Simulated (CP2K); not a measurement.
Runs of CP2K 2026.2 on BAs. The structure is cubic, space group F-43m (No. 216). Conventional cell: a = 4.777 Å, b = 4.777 Å, c = 4.777 Å, α = 90.00°, β = 90.00°, γ = 90.00°. Around As (site symmetry -43m) lie 4 B at 2.07 Å. Around B (site symmetry -43m) lie 4 As at 2.07 Å. 

```csv
level,potentials or basis,spin,k points reduced by the point group,soc after scf,gap on the mesh (eV),pressure (GPa)
PBE,"GTH_POTENTIALS As GTH-PBE-q5, B GTH-PBE-q3; DZVP-MOLOPT-SR-GTH basis",off,yes,-,(a),3.8
PBE,"GTH_SOC_POTENTIALS As GTH-PBE-q5, B GTH-PBE-q3; DZVP-MOLOPT-SR-GTH basis","SOC, no magnetisation",-,yes,-,3.8
HLE16,"GTH_POTENTIALS As GTH-PBE-q5, B GTH-PBE-q3; DZVP-MOLOPT-SR-GTH basis",off,yes,-,1.83,-21.0
HLE16,"GTH_SOC_POTENTIALS As GTH-PBE-q5, B GTH-PBE-q3; DZVP-MOLOPT-SR-GTH basis","SOC, no magnetisation",-,yes,-,-21.0
```

Alike in all rows: task band structure; cell as given; k mesh 10 × 10 × 10; smearing fermi-dirac 0.05 eV.

Problem. Estimate the missing entries.

Solution. (a) 1.23.

Caveats: the basis of atomic orbitals isn't converged, which shifts pressures, moduli and gaps; the potentials were made for a functional far from this one (some runs); the potentials were made for another functional, which shifts forces and pressure (some runs).

A k mesh can miss the band edges, and rows without SOC leave out spin-orbit coupling on As.
